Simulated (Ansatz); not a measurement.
# Which element?

Cell vectors (Å):

```
0.0000 2.1887 2.1887
2.1887 0.0000 2.1887
2.1887 2.1887 0.0000
```

```csv
atom,a,b,c
X,0.0000,0.0000,0.0000
N,0.2500,0.2500,0.2500
```

These are results of PBEsol, all-electron LAPW in Ansatz 0.2.0, scalar-relativistic, not measurements. k mesh 8×8×8, strains of ±0.003, fixed occupations.

Elastic constants of a crystal by Kohn-Sham DFT: slopes of the stress over finite engineering strains of the given cell, Voigt indices, Cartesian axes as in the cell vectors.

| index | elastic (GPa) |
| --- | --- |
| 11 | 286.2 |
| 12 | 156.8 |
| 44 | 178.9 |

Q: All X atoms are one element. Which one was computed?

A: Al; the crystal is AlN (F-43m, a database entry that needn't be its stable phase).

Limits of these numbers: constants at zero field, no piezoelectric stiffening; this zinc-blende form is metastable at ambient conditions.
